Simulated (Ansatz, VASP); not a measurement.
**One calculation of Al, two programs**

INCAR

```
ALGO     = Normal         # electronic algorithm
EDIFF    = 1E-6           # SCF threshold, eV
ENCUT    = 520            # plane-wave cutoff, eV
GGA      = PE             # functional
ISIF     = 2              # what is computed and relaxed
ISMEAR   = -1             # smearing method
LASPH    = T              # aspherical terms in the spheres
LCHARG   = F              # write CHGCAR
LREAL    = F              # projectors in reciprocal space
LWAVE    = F              # write WAVECAR
NBANDS   = 8              # bands
NELM     = 100            # most SCF steps
PREC     = Accurate       # precision mode
SIGMA    = 0.1            # smearing width, eV
```

File KPOINTS:

```
k-points
0
Gamma
  18 18 18
```

The input POSCAR:

```
Al
1.0
   -1.4226912381      1.4226912381      1.4226912381
    1.4226912381     -1.4226912381      1.4226912381
    1.4226912381      1.4226912381     -1.4226912381
Al
1
Direct
    0.0000000000      0.0000000000      0.0000000000
```

Input for Ansatz:

```yaml
crystal:
  lattice:
    - [-1.4226912381, 1.4226912381, 1.4226912381]
    - [1.4226912381, -1.4226912381, 1.4226912381]
    - [1.4226912381, 1.4226912381, -1.4226912381]
  atoms:
    - { symbol: Al, position: [0.0, 0.0, 0.0] }
kpoints:
  mp_grid: { grid: [18, 18, 18] }
scf:
  occupations: { method: fermi_dirac, width: 0.1 }
hamiltonian:
  xc: pbe
  pseudopotentials: { kind: all_electron, lapw: { basis_error: 0.001 } }
output:
  forces: true
  stress: true
  eigenvalues: true
  populations: true
```

Change from the starting cell: volume scaled by 0.68, LAPW.

Alike in both runs: task single point; functional PBE; k mesh 18 × 18 × 18; occupations fermi-dirac, width 0.1 eV; no spin polarisation.

|  | VASP | Ansatz |
| --- | --- | --- |
| version | VASP 6.6.1 | Ansatz 0.2.0 |
| potentials or method | VASP PAW PBE potentials, release 64 (Al) | all-electron LAPW, scalar-relativistic |
| plane-wave cutoff (eV) | 520 | see its input |

```csv
,VASP,Ansatz,Ansatz less VASP
pressure (GPa),60.3,60.0,-0.28
```

Ansatz ran all-electron here, so the differences hold the error of VASP's frozen core and of both bases.

Caveats: the cell as given lies far from equilibrium; so large a pressure means that the cell lies far from this level's equilibrium, or that cutoff or potentials fall short (VASP).
